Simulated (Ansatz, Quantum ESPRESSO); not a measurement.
This is a calculation of C for Quantum ESPRESSO 7.5. The given cell was strained at random by a few per cent at fixed volume. 

File pw.in:

```
&CONTROL
  calculation = 'scf'
  prefix = 'pwscf'
  outdir = './tmp'
  pseudo_dir = './pseudo'
  tprnfor = .true.
  tstress = .true.
  disk_io = 'nowf'
/
&SYSTEM
  ibrav = 0
  nat = 1
  ntyp = 1
  ecutwfc = 55
  ecutrho = 440
  nbnd = 7
  occupations = 'smearing'
  smearing = 'fd'
  degauss = 0.00367493
/
&ELECTRONS
  conv_thr = 2d-10
  electron_maxstep = 120
  mixing_beta = 0.5
/
ATOMIC_SPECIES
C     12.0110 C.pbe-n-kjpaw_psl.1.0.0.UPF
CELL_PARAMETERS angstrom
   4.2618170000   -0.0046260000   -0.0303930000
  -0.0046260000    4.3021000000    0.0117740000
  -0.0091590000    0.0035480000    1.2664000000
ATOMIC_POSITIONS crystal
C      0.4960000000    0.4997220000    0.5497050000
K_POINTS automatic
6 6 20 0 0 0
```

Potentials or basis: SSSP 1.3 efficiency PBE.

Launch:

```sh
$ OMP_NUM_THREADS=1 pw.x -in pw.in > pw.out
```

Task: Translate it to Ansatz 0.2.0. Potentials or basis there: Ansatz PAW (earlier soft set), cutoff 420 eV.

Result: As run (cutoffs and basis follow the program's own potentials, and thresholds, step limits or extra output files can differ):

Contents of input.yaml:

```yaml
crystal:
  lattice:
    - [4.261817, -0.004626, -0.030393]
    - [-0.004626, 4.3021, 0.011774]
    - [-0.009159, 0.003548, 1.2664]
  atoms:
    - { symbol: C, position: [0.496, 0.499722, 0.549705] }
hamiltonian:
  xc: pbe
  pseudopotentials: { kind: paw, azcp: { folder: soft_1 } }
kpoints:
  mp_grid: { grid: [6, 6, 20] }
scf:
  occupations: { method: fermi_dirac, width: 0.05 }
output:
  forces: true
  stress: true
  eigenvalues: true
```

Potentials or basis: Ansatz PAW soft_1.

Launch:

```bash
$ ansatz run input.yaml --threads 1 --pin off --max-ram 3584MiB --backend cpu --events-out ev --progress --plain --runs-dir out
```

Both were run:

|  | Quantum ESPRESSO | Ansatz |
| --- | --- | --- |
| Pressure | 3.8 GPa | 3.9 GPa |
| Energy over the undisturbed cell | 13.1 meV/atom | 13.3 meV/atom |

Ansatz's pressure holds a Pulay term of +0.15 GPa for its cutoff of 420 eV, which the other run lacks.

Where Ansatz's input types no cutoff or centring, it takes its own default and a Γ-centred mesh.

Pressure is positive in compression.
